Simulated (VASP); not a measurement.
# W (Im-3m) in VASP: a series of runs

Runs on W. Level: PBE. Tasks: single point.

Everything below comes from runs of VASP 6.6.1. Logs are shortened: lines on timing, memory, paths and dates and some standing lists are left out, and cuts for length are marked.

## (1) The crystal as given

It takes space group Im-3m (No. 229, cubic). Conventional cell: a = 3.185 Å, b = 3.185 Å, c = 3.185 Å, α = 90.00°, β = 90.00°, γ = 90.00°. W (site symmetry m-3m) has 8 W at 2.76 Å as nearest neighbours.

## (2) Single point, PBE, collinear spin, ferromagnetic start

Contents of INCAR:

```
SYSTEM = W
PREC = Accurate ; ENCUT = 520
EDIFF = 1E-7 ; ISMEAR = 0
SIGMA = 0.1 ; LREAL = .False.
LASPH = .True. ; NELM = 100
ALGO = Normal ; ISIF = 2
LWAVE = .False. ; LCHARG = .False.
ISPIN = 2 ; MAGMOM = 1
LORBIT = 11 ; LMAXMIX = 4
GGA = PE
```

Contents of KPOINTS:

```
Automatic mesh
0
Gamma
  18 18 18
  0 0 0
```

Contents of POSCAR:

```
W                                       
1.0
   -1.5926642640      1.5926642640      1.5926642640
    1.5926642640     -1.5926642640      1.5926642640
    1.5926642640      1.5926642640     -1.5926642640
  W             
     1
Direct
     0.0000000000000000    0.0000000000000000    0.0000000000000000
```

Potentials or basis: VASP PAW PBE potentials, release 64 (W_sv).

Started as:

```sh
$ cat potpaw_PBE.64/W_sv/POTCAR > POTCAR
$ mpirun -np 1 vasp_std > vasp.out
```

OUTCAR:

```text
SYSTEM = W
   PREC = Accurate
   ENCUT = 520
   EDIFF = 1E-7
   ISMEAR = 0
   LREAL = .False.
   LASPH = .True.
   NELM = 100
   ISIF = 2
   ISPIN = 2
   LORBIT = 11
   GGA = PE

 ion  position               nearest neighbor table
   1  0.000  0.000  0.000-

  LATTYP: Found a body centered cubic cell.
 ALAT       =     3.1853285280

  Lattice vectors:

 A1 = (  -1.5926642640,   1.5926642640,   1.5926642640)
 A2 = (   1.5926642640,  -1.5926642640,   1.5926642640)
 A3 = (   1.5926642640,   1.5926642640,  -1.5926642640)

Analysis of symmetry for initial positions (statically):
=====================================================================
 Subroutine PRICEL returns:
 Original cell was already a primitive cell.

 Routine SETGRP: Setting up the symmetry group for a
 body centered cubic supercell.

 Subroutine GETGRP returns: Found 48 space group operations
 (whereof 48 operations were pure point group operations)
 out of a pool of 48 trial point group operations.

The static configuration has the point symmetry O_h .

Analysis of symmetry for dynamics (positions and initial velocities):
=====================================================================
 Subroutine PRICEL returns:
 Original cell was already a primitive cell.

 Routine SETGRP: Setting up the symmetry group for a
 body centered cubic supercell.

 Subroutine GETGRP returns: Found 48 space group operations
 (whereof 48 operations were pure point group operations)
 out of a pool of 48 trial point group operations.

The dynamic configuration has the point symmetry O_h .

Analysis of structural, dynamic, and magnetic symmetry:
=====================================================================
 Subroutine PRICEL returns:
 Original cell was already a primitive cell.

 Routine SETGRP: Setting up the symmetry group for a
 body centered cubic supercell.

 Subroutine GETGRP returns: Found 48 space group operations
 (whereof 48 operations were pure point group operations)
 out of a pool of 48 trial point group operations.

The overall configuration has the point symmetry O_h .

 Subroutine INISYM returns: Found 48 space group operations
 (whereof 48 operations are pure point group operations),
 and found     1 'primitive' translations

----------------------------------------------------------------------------------------

                                     Primitive cell

  volume of cell :      16.1597

  direct lattice vectors                    reciprocal lattice vectors
    -1.592664264  1.592664264  1.592664264     0.000000000  0.313939360  0.313939360
     1.592664264 -1.592664264  1.592664264     0.313939360  0.000000000  0.313939360
[... 127 lines left out ...]
  ---------------------------------------------------
  ext. energy  EPLUGINS =         0.00000000
  ---------------------------------------------------
  free energy    TOTEN  =       -12.95119722 eV

  energy without entropy =      -12.94761484  energy(sigma->0) =      -12.94940603

 E-fermi :  11.1658     XC(G=0): -13.5314

 val. band max:       11.1616324628   @ k =  -0.2778   0.3333   0.2222
 cond. band min:      11.1780128016   @ k =   0.5000   0.5000   0.2222
 fundamental gap:      0.0163803388
 Fermi energy:        11.1657758352

 spin component 1

 k-point     1 :       0.0000    0.0000    0.0000
  band No.  band energies     occupation
      1     -63.0370      1.00000
      2     -26.6270      1.00000
      3     -26.6270      1.00000
      4     -26.6270      1.00000
      5       1.6365      1.00000
      6       9.9723      1.00000
      7       9.9723      1.00000
      8       9.9723      1.00000
      9      13.3851      0.00000
     10      13.3851      0.00000
     11      25.6395      0.00000
     12      25.6395      0.00000
[... 333 lines left out ...]
      1     -62.9138      1.00000
      2     -27.7608      1.00000
      3     -27.0537      1.00000
      4     -26.6866      1.00000
      5       5.4420      1.00000
      6       7.8396      1.00000
      7      10.5514      1.00000
      8      13.1507      0.00000
      9      14.4418      0.00000
     10      17.4284      0.00000
     11      21.8194      0.00000
     12      23.6351      0.00000

 [... further k-points ...]

 spin component 2

 k-point     1 :       0.0000    0.0000    0.0000
  band No.  band energies     occupation
      1     -63.0371      1.00000
      2     -26.6271      1.00000
      3     -26.6271      1.00000
      4     -26.6271      1.00000
      5       1.6365      1.00000
      6       9.9722      1.00000
      7       9.9722      1.00000
      8       9.9722      1.00000
      9      13.3851      0.00000
     10      13.3851      0.00000
     11      25.6395      0.00000
     12      25.6395      0.00000
[... 333 lines left out ...]
      1     -62.9139      1.00000
      2     -27.7608      1.00000
      3     -27.0537      1.00000
      4     -26.6867      1.00000
      5       5.4420      1.00000
      6       7.8395      1.00000
      7      10.5513      1.00000
      8      13.1507      0.00000
      9      14.4418      0.00000
     10      17.4284      0.00000
     11      21.8194      0.00000
     12      23.6351      0.00000

 [... further k-points ...]

------------------------ aborting loop because EDIFF is reached ----------------------------------------

  FORCE on cell =-STRESS in cart. coord.  units (eV):
  Direction    XX          YY          ZZ          XY          YZ          ZX
  --------------------------------------------------------------------------------------
  -------------------------------------------------------------------------------------
  Total       -0.0013443     -0.0013443     -0.0013443     -0.0000000      0.0000000      0.0000000
  in kB       -0.1332819     -0.1332819     -0.1332819     -0.0000000      0.0000000      0.0000000
  external PRESSURE =      -0.1332819 kB  Pullay stress =       0.0000000 kB

 VOLUME and BASIS-vectors are now :
 -----------------------------------------------------------------------------
  energy-cutoff  :      520.00
  volume of cell :       16.16
      direct lattice vectors                 reciprocal lattice vectors
    -1.592664264  1.592664264  1.592664264     0.000000000  0.313939360  0.313939360
     1.592664264 -1.592664264  1.592664264     0.313939360  0.000000000  0.313939360
     1.592664264  1.592664264 -1.592664264     0.313939360  0.313939360  0.000000000

 POSITION                                       TOTAL-FORCE (eV/Angst)
 -----------------------------------------------------------------------------------
      0.00000      0.00000      0.00000        -0.000000      0.000000      0.000000
 -----------------------------------------------------------------------------------
    total drift:                                0.000000      0.000000      0.000000

  FREE ENERGIE OF THE ION-ELECTRON SYSTEM (eV)
  ---------------------------------------------------
  free  energy   TOTEN  =       -12.9511972246 eV

  energy  without entropy=      -12.9476148434  energy(sigma->0) =      -12.94940603

 total charge

# of ion       s       p       d       tot
------------------------------------------
    1        2.397   6.331   3.326  12.054

 magnetization (x)

# of ion       s       p       d       tot
------------------------------------------
    1       -0.000  -0.000  -0.000  -0.000
```

Wall time 69 s (1 thread of AMD EPYC 7R13 (Zen 3), shared host); peak memory 0.16 GiB.

Results:

```yaml
Free_energy: -12.9512 eV
Pressure: 0.0 GPa
Band_gap_on_the_k_mesh: none (metal or under the smearing width)
Net_moment: 0.00 μB per cell
Valence_electrons_inside_the_program's_atomic_spheres: W 12.05
```

Spin-orbit coupling is left out, which matters for the levels of W.

(Part 1 of 2 ends here.)
